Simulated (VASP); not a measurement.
# CsSnBr3 (Pm-3m) in VASP: band structure with PBE

Aim: the band structure of CsSnBr3 with PBE.

Everything below comes from runs of VASP 6.6.1. Logs are shortened: lines on timing, memory, paths and dates and some standing lists are left out, and cuts for length are marked.

**Experimental background.**

From “Influence of hidden halogen mobility on local structure of CsSn(Cl1−xBrx)3 mixed-halide perovskites by solid-state NMR”, 2020, pmc:8179406, for a powder of CsSnBr3 at 300 K: band gap 1.79 eV (optical).

The runs below are set against these values where they give the same quantity.

## Step 1: The structure

It takes space group Pm-3m (No. 221, cubic). The conventional cell has a = 5.895 Å, b = 5.895 Å, c = 5.895 Å, α = 90.00°, β = 90.00°, γ = 90.00°. Cs (site symmetry m-3m) has 12 Br at 4.17 Å as nearest neighbours. Around Sn (site symmetry m-3m) lie 6 Br at 2.95 Å. Around Br (site symmetry 4/mmm) lie 2 Sn at 2.95 Å.

The cell is a database's computed one.

## Step 2: Band structure, PBE

Input file POSCAR:

```
CsSnBr3
1.0
    5.8952860000      0.0000000000      0.0000000000
    0.0000000000      5.8952860000      0.0000000000
    0.0000000000      0.0000000000      5.8952860000
Cs Sn Br
1 1 3
Direct
    0.0000000000      0.0000000000      0.0000000000
    0.5000000000      0.5000000000      0.5000000000
    0.5000000000      0.0000000000      0.5000000000
    0.5000000000      0.5000000000      0.0000000000
    0.0000000000      0.5000000000      0.5000000000
```

Input file INCAR.step1:

```
ALGO = Normal
EDIFF = 1E-7
ENCUT = 520
GGA = PE
ISIF = 2
ISMEAR = 0
LASPH = True
LCHARG = True
LREAL = False
LWAVE = False
NBANDS = 30
NELM = 60
PREC = Accurate
SIGMA = 0.02
```

Input file KPOINTS.step1:

```
k-points
0
Gamma
  6 6 6
```

Input file INCAR.step2:

```
ALGO = Normal
EDIFF = 1E-7
ENCUT = 520
GGA = PE
ICHARG = 11
ISIF = 2
ISMEAR = 0
LASPH = True
LCHARG = False
LREAL = False
LWAVE = False
NBANDS = 30
NELM = 60
PREC = Accurate
SIGMA = 0.05
```

Input file KPOINTS.step2:

```
path GXMGRX,MR
20
line-mode
reciprocal
 0.0000000000  0.0000000000  0.0000000000  G
 0.0000000000  0.5000000000  0.0000000000  X

 0.0000000000  0.5000000000  0.0000000000  X
 0.5000000000  0.5000000000  0.0000000000  M

 0.5000000000  0.5000000000  0.0000000000  M
 0.0000000000  0.0000000000  0.0000000000  G

 0.0000000000  0.0000000000  0.0000000000  G
 0.5000000000  0.5000000000  0.5000000000  R

 0.5000000000  0.5000000000  0.5000000000  R
 0.0000000000  0.5000000000  0.0000000000  X

 0.5000000000  0.5000000000  0.0000000000  M
 0.5000000000  0.5000000000  0.5000000000  R
```

Potentials or basis: VASP PAW PBE potentials, release 64 (Cs_sv, Sn_d, Br).

On the command line:

```console
$ cat potpaw_PBE.64/Cs_sv/POTCAR potpaw_PBE.64/Sn_d/POTCAR potpaw_PBE.64/Br/POTCAR > POTCAR
$ cp INCAR.step1 INCAR
$ cp KPOINTS.step1 KPOINTS
$ mpirun -np 1 vasp_std > vasp.out
$ cp INCAR.step2 INCAR
$ cp KPOINTS.step2 KPOINTS
$ mpirun -np 1 vasp_std > vasp.out
```

OUTCAR:

```text
EDIFF = 1E-7
   ENCUT = 520
   GGA = PE
   ICHARG = 11
   ISIF = 2
   ISMEAR = 0
   LASPH = True
   LREAL = False
   NELM = 60
   PREC = Accurate

 ion  position               nearest neighbor table
   1  0.000  0.000  0.000-
   2  0.500  0.500  0.500-   3 2.95   4 2.95   5 2.95   4 2.95   3 2.95   5 2.95
   3  0.500  0.000  0.500-   2 2.95   2 2.95
   4  0.500  0.500  0.000-   2 2.95   2 2.95
   5  0.000  0.500  0.500-   2 2.95   2 2.95

  LATTYP: Found a simple cubic cell.
 ALAT       =     5.8952860000

  Lattice vectors:

 A1 = (   5.8952860000,   0.0000000000,   0.0000000000)
 A2 = (   0.0000000000,   5.8952860000,   0.0000000000)
 A3 = (   0.0000000000,   0.0000000000,   5.8952860000)

Analysis of symmetry for initial positions (statically):
=====================================================================
 Subroutine PRICEL returns:
 Original cell was already a primitive cell.

 Routine SETGRP: Setting up the symmetry group for a
 simple cubic supercell.

 Subroutine GETGRP returns: Found 48 space group operations
 (whereof 48 operations were pure point group operations)
 out of a pool of 48 trial point group operations.

The static configuration has the point symmetry O_h .

Analysis of symmetry for dynamics (positions and initial velocities):
=====================================================================
 Subroutine PRICEL returns:
 Original cell was already a primitive cell.

 Routine SETGRP: Setting up the symmetry group for a
 simple cubic supercell.

 Subroutine GETGRP returns: Found 48 space group operations
 (whereof 48 operations were pure point group operations)
 out of a pool of 48 trial point group operations.

The dynamic configuration has the point symmetry O_h .

 Subroutine INISYM returns: Found 48 space group operations
 (whereof 48 operations are pure point group operations),
 and found     1 'primitive' translations

----------------------------------------------------------------------------------------

                                     Primitive cell

  volume of cell :     204.8871

  direct lattice vectors                    reciprocal lattice vectors
     5.895286000  0.000000000  0.000000000     0.169627055  0.000000000  0.000000000
     0.000000000  5.895286000  0.000000000     0.000000000  0.169627055  0.000000000
     0.000000000  0.000000000  5.895286000     0.000000000  0.000000000  0.169627055

  length of vectors
     5.895286000  5.895286000  5.895286000     0.169627055  0.169627055  0.169627055

  position of ions in fractional coordinates (direct lattice)
     0.000000000  0.000000000  0.000000000
     0.500000000  0.500000000  0.500000000
     0.500000000  0.000000000  0.500000000
     0.500000000  0.500000000  0.000000000
     0.000000000  0.500000000  0.500000000

  ion indices of the primitive-cell ions
   primitive index   ion index
                 1           1
                 2           2
                 3           3
                 4           4
                 5           5

----------------------------------------------------------------------------------------

 KPOINTS: path GXMGRX,MR

Interpolating k-points between supplied coordinates.

 Line segments in fractional coordinates (reciprocal lattice):
    0.000000  0.000000  0.000000  ...  0.000000  0.500000  0.000000
    0.000000  0.500000  0.000000  ...  0.500000  0.500000  0.000000
    0.500000  0.500000  0.000000  ...  0.000000  0.000000  0.000000
    0.000000  0.000000  0.000000  ...  0.500000  0.500000  0.500000
    0.500000  0.500000  0.500000  ...  0.000000  0.500000  0.000000
    0.500000  0.500000  0.000000  ...  0.500000  0.500000  0.500000

 Generated    20 points on each line segment, for a total of    120 k-points:

 Following reciprocal coordinates:
            Coordinates               Weight
  0.000000  0.000000  0.000000      0.008333
  0.000000  0.026316  0.000000      0.008333
  0.000000  0.052632  0.000000      0.008333
  0.000000  0.078947  0.000000      0.008333
  0.000000  0.105263  0.000000      0.008333
  0.000000  0.131579  0.000000      0.008333
[... 16 lines left out ...]
  0.052632  0.500000  0.000000      0.008333
  0.078947  0.500000  0.000000      0.008333
 [... further k-points ...]
   k-points           NKPTS =    120   k-points in BZ     NKDIM =    120   number of bands    NBANDS=     30
   number of dos      NEDOS =    301   number of ions     NIONS =      5
   total plane-waves  NPLWV = 110592
   dimension x,y,z NGX =    48 NGY =   48 NGZ =   48
   dimension x,y,z NGXF=    96 NGYF=   96 NGZF=   96
   ions per type =               1   1   3
   NGX,Y,Z   is equivalent  to a cutoff of  13.54, 13.54, 13.54 a.u.
   NGXF,Y,Z  is equivalent  to a cutoff of  27.07, 27.07, 27.07 a.u.
 SYSTEM =  unknown system
   PREC   = accura    normal or accurate (medium, high low for compatibility)
   ISTART =      0    job   : 0-new  1-cont  2-samecut
   ICHARG =     11    charge: 1-file 2-atom 10-const
   ISPIN  =      1    spin polarized calculation?
   LNONCOLLINEAR =      F non collinear calculations
   LSORBIT =      F    spin-orbit coupling
   LASPH  =      T    aspherical Exc in radial PAW
   ENCUT  =  520.0 eV  38.22 Ry    6.18 a.u.  10.96 10.96 10.96*2*pi/ulx,y,z
   NELM   =     60;   NELMIN=  2; NELMDL=  0     # of ELM steps
   EDIFF  = 0.1E-06   stopping-criterion for ELM
   LREAL  =      F    real-space projection
   EDIFFG = 0.1E-05   stopping-criterion for IOM
   NSW    =      0    number of steps for IOM
   IBRION =     -1    ionic relax: 0-MD 1-quasi-New 2-CG
   NFREE  =      0    steps in history (QN), initial steepest desc. (CG)
   ISIF   =      2    stress and relaxation
   ISYM   =      2    0-nonsym 1-usesym 2-fastsym
   POTIM  = 0.5000    time-step for ionic-motion
   TEBEG  =    0.0;   TEEND  =   0.0 temperature during run
   PSTRESS=    0.0 pullay stress
   NELECT =      44.0000    total number of electrons
   NUPDOWN=      -1.0000    fix difference up-down
   EMIN   =  10.00;   EMAX   =-10.00  energy-range for DOS
   EFERMI =   0.00;   METHOD = LEGACY
   ISMEAR =     0;   SIGMA  =   0.05  broadening in eV -4-tet -1-fermi 0-gaus
   EFERMI_NEDOS =   21; number of points for ismear=-14 and -15
   IALGO  =     38    algorithm
   IMIX   =      4    mixing-type and parameters
     AMIX     =   0.40;   BMIX     =  1.00
     AMIX_MAG =   1.60;   BMIX_MAG =  1.00
  volume/ion in A,a.u.               =      40.98       276.53
  Fermi-wavevector in a.u.,A,eV,Ry     =   0.980364  1.852620 13.076753  0.961114
  Thomas-Fermi vector in A             =   2.111289
   LORBIT       =      0    0 simple, 1 ext, 2 COOP (PROOUT), +10 PAW based schemes
   GGA     = PE    functional components
   LHFCALC =     F    Hartree Fock is set to
   AEXX    =    0.0000 exact exchange contribution
   IVDW    =     0    specifies the selected vdW correction
   LEPSILON=     F    determine dielectric tensor
   LRPA    =     F    only Hartree local field effects (RPA)
 non-spin polarized calculation
 Gauss-broadening in eV      SIGMA  =   0.05
  energy-cutoff  :      520.00
  volume of cell :      204.89
 maximum number of plane-waves:      5558
 NGX is ok and might be reduce to    48

 number of electron      43.9999993 magnetization

 Free energy of the ion-electron system (eV)
  ---------------------------------------------------
  ext. energy  EPLUGINS =         0.00000000
  ---------------------------------------------------
  free energy    TOTEN  =       -15.25362655 eV

  energy without entropy =      -15.25362655  energy(sigma->0) =      -15.25362655

 E-fermi :   2.1059     XC(G=0):  -7.5398

 val. band max:        1.8028466153   @ k =   0.5000   0.5000   0.5000
 cond. band min:       2.4513105557   @ k =   0.5000   0.5000   0.5000
 fundamental gap:      0.6484639405
 Fermi energy:         2.1058759765

 k-point     1 :       0.0000    0.0000    0.0000
  band No.  band energies     occupation
      1     -20.3045      2.00000
      2     -20.2795      2.00000
      3     -20.2795      2.00000
      4     -20.2553      2.00000
      5     -20.2553      2.00000
      6     -20.2553      2.00000
[... 22 lines left out ...]
     29       6.6839      0.00000
     30       6.6839      0.00000

 k-point     2 :       0.0000    0.0263    0.0000
  band No.  band energies     occupation
      1     -20.3045      2.00000
      2     -20.2795      2.00000
      3     -20.2795      2.00000
      4     -20.2553      2.00000
      5     -20.2553      2.00000
      6     -20.2553      2.00000
[... 22 lines left out ...]
     29       6.6661      0.00000
     30       6.6836      0.00000

 k-point     3 :       0.0000    0.0526    0.0000
  band No.  band energies     occupation
      1     -20.3044      2.00000
      2     -20.2795      2.00000
      3     -20.2794      2.00000
      4     -20.2553      2.00000
      5     -20.2553      2.00000
      6     -20.2553      2.00000
[... 22 lines left out ...]
     29       6.5865      0.00000
     30       6.6831      0.00000

 k-point     4 :       0.0000    0.0789    0.0000
  band No.  band energies     occupation
      1     -20.3044      2.00000
      2     -20.2795      2.00000
      3     -20.2792      2.00000
      4     -20.2553      2.00000
      5     -20.2553      2.00000
      6     -20.2553      2.00000
[... 616 lines left out ...]
     29       6.6050      0.00000
     30       7.1871      0.00000

 k-point    23 :       0.0526    0.5000    0.0000
  band No.  band energies     occupation
      1     -20.3035      2.00000
      2     -20.2794      2.00000
      3     -20.2745      2.00000
      4     -20.2554      2.00000
      5     -20.2554      2.00000
      6     -20.2553      2.00000
[... 22 lines left out ...]
     29       6.6156      0.00000
     30       7.1875      0.00000

 k-point    24 :       0.0789    0.5000    0.0000
  band No.  band energies     occupation
      1     -20.3035      2.00000
      2     -20.2793      2.00000
      3     -20.2745      2.00000
      4     -20.2554      2.00000
      5     -20.2554      2.00000
      6     -20.2553      2.00000
[... 22 lines left out ...]
     29       6.6331      0.00000
     30       7.1883      0.00000

 [... further k-points ...]

------------------------ aborting loop because EDIFF is reached ----------------------------------------

  FORCE on cell =-STRESS in cart. coord.  units (eV):
  Direction    XX          YY          ZZ          XY          YZ          ZX
  --------------------------------------------------------------------------------------
  -------------------------------------------------------------------------------------
  Total        2.5348858      2.5348858      2.5348858      0.0000000      0.0000000     -0.0000000
  in kB       19.8223138     19.8223138     19.8223138      0.0000000      0.0000000     -0.0000000
  external PRESSURE =      19.8223138 kB  Pullay stress =       0.0000000 kB

 VOLUME and BASIS-vectors are now :
 -----------------------------------------------------------------------------
  energy-cutoff  :      520.00
  volume of cell :      204.89
      direct lattice vectors                 reciprocal lattice vectors
     5.895286000  0.000000000  0.000000000     0.169627055  0.000000000  0.000000000
     0.000000000  5.895286000  0.000000000     0.000000000  0.169627055  0.000000000
     0.000000000  0.000000000  5.895286000     0.000000000  0.000000000  0.169627055

 POSITION                                       TOTAL-FORCE (eV/Angst)
 -----------------------------------------------------------------------------------
      0.00000      0.00000      0.00000         0.000000      0.000000      0.000000
      2.94764      2.94764      2.94764         0.000000      0.000000      0.000000
      2.94764      0.00000      2.94764         0.000000      0.000000      0.000000
      2.94764      2.94764      0.00000         0.000000      0.000000      0.000000
      0.00000      2.94764      2.94764         0.000000      0.000000      0.000000
 -----------------------------------------------------------------------------------
    total drift:                                0.000000     -0.000000     -0.000000

  FREE ENERGIE OF THE ION-ELECTRON SYSTEM (eV)
  ---------------------------------------------------
  free  energy   TOTEN  =       -15.2536265503 eV

  energy  without entropy=      -15.2536265503  energy(sigma->0) =      -15.25362655
```

It took 4.3 min on 1 thread of Intel Xeon 6975P-C (Granite Rapids), shared host; peak memory 0.81 GiB.

What came out:

```yaml
Band_gap_on_the_k_mesh: 0.65 eV, direct
Band_gap_along_the_path: 0.65 eV, direct
```

Levels at the corners of the path, in eV from the valence-band top:
```tsv
point	band 19	band 20	band 21	band 22	band 23	band 24	band 25	band 26
Γ	-2.77	-2.66	-2.66	-2.66	2.41	3.50	3.50	4.15
X	-2.90	-2.76	-2.76	-1.87	1.58	3.82	4.37	4.37
X	-2.90	-2.76	-2.76	-1.87	1.58	3.82	4.37	4.37
M	-3.01	-3.01	-2.31	-0.91	1.15	1.15	3.98	4.55
M	-3.01	-3.01	-2.31	-0.91	1.15	1.15	3.98	4.55
Γ	-2.77	-2.66	-2.66	-2.66	2.41	3.50	3.50	4.15
Γ	-2.77	-2.66	-2.66	-2.66	2.41	3.50	3.50	4.15
R	-2.30	-2.30	-2.30	0.00	0.65	0.65	0.65	3.90
R	-2.30	-2.30	-2.30	0.00	0.65	0.65	0.65	3.90
X	-2.90	-2.76	-2.76	-1.87	1.58	3.82	4.37	4.37
M	-3.01	-3.01	-2.31	-0.91	1.15	1.15	3.98	4.55
R	-2.30	-2.30	-2.30	0.00	0.65	0.65	0.65	3.90
```

Caveat: the log is that of the step along the path at fixed density, whose energy, stress, charges and moments have no meaning; spin-orbit coupling is left out, which moves the levels of the heavy elements.

## Step 3: Comparison with measurements

Step 2. A measured gap of CsSnBr3 is 1.79 eV (optical; 300 K; powder; “Influence of hidden halogen mobility on local structure of CsSn(Cl1−xBrx)3 mixed-halide perovskites by solid-state NMR”, 2020, pmc:8179406); the calculated 0.65 eV misses it by -1.14 eV. So large a miss can be the level of theory's own, or it may mean another phase, state or a wrong row. Spin-orbit coupling on Br, Cs, Sn is left out. The value is that of PBE, without temperature or zero-point motion. Semilocal functionals fall short of measured gaps as a rule. The cell is a database's relaxed one, not the measured one, which moves gaps too.
